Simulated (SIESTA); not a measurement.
The system is ZrO2.

```
Zr O
1.0
     0.00000    2.54507    2.54507
     2.54507    0.00000    2.54507
     2.54507    2.54507    0.00000
Zr O
1 2
Direct
  0.00000 0.00000 0.00000
  0.75000 0.75000 0.75000
  0.25000 0.25000 0.25000
```

Measurements of this composition are mostly on another form, of space group No. 14.

Base run:

| Item | Value |
| --- | --- |
| Program | SIESTA 5.4.2 |
| Functional | vdW-DF-cx |
| Potentials or basis | PseudoDojo 0.4 standard (PBE files) |
| Basis | DZP (energy shift 0.003 Ry; two zetas on semicore shells) |
| Grid cutoff | 800 Ry |
| Energy shift | 0.003 Ry |
| k mesh | 9 × 9 × 9 |
| Occupations | fermi-dirac, width 0.05 eV |
| Spin | no spin polarisation |

Its results: band gap on the k mesh 3.15 eV, indirect (least direct gap 3.66 eV); pressure 4.0 GPa.

Problem. The run is repeated on the same cell with these changes: functional from vdW-DF-cx to vdW-DF-C09. What comes out?

Solution. Band gap on the k mesh 3.14 eV, indirect (least direct gap 3.64 eV); pressure 2.8 GPa.

Caveats: the potentials were made for another functional, which shifts forces and pressure; an odd mesh through Γ misses points on the zone boundary, where band edges often lie; the basis of atomic orbitals isn't converged, which shifts pressures, moduli and gaps.
